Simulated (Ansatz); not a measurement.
```
CELL_PARAMETERS angstrom
      2.69049     0.00000    -0.08287
     -1.34524     2.33003     0.04143
     -0.13459     0.00000     4.36988
ATOMIC_POSITIONS crystal
  Be 0.66487 0.33378 0.00127
  Be 0.33109 0.66622 0.50127
  O  0.66785 0.33166 0.62393
  O  0.33619 0.66834 0.12393
```

No spin polarisation.

All numbers come from DFT with r2SCAN, PAW potentials and a 500 eV plane-wave cutoff in Ansatz (an electronic-structure program), without spin-orbit coupling. k-mesh 14×14×8 (Γ-centred); smearing 0.05 eV (Fermi–Dirac).

Task: Predict the gap character.

Result: Direct at Γ.

Task: What stress (xx, yy, zz, yz, xz, xy; compression positive) does the calculation give?

Result: (-0.36, 0.29, 0.83, 0.00, 9.11, 0.00) GPa.

Task: Predict the band gap.

Result: 8.35 eV.

The cells carry an imposed strain or load. No phonon test of stability was made. The cell was made from BeO in the wurtzite structure (space group P6_3mc, No. 186) by this change: tensor shear ε_xz = −3.08 %.
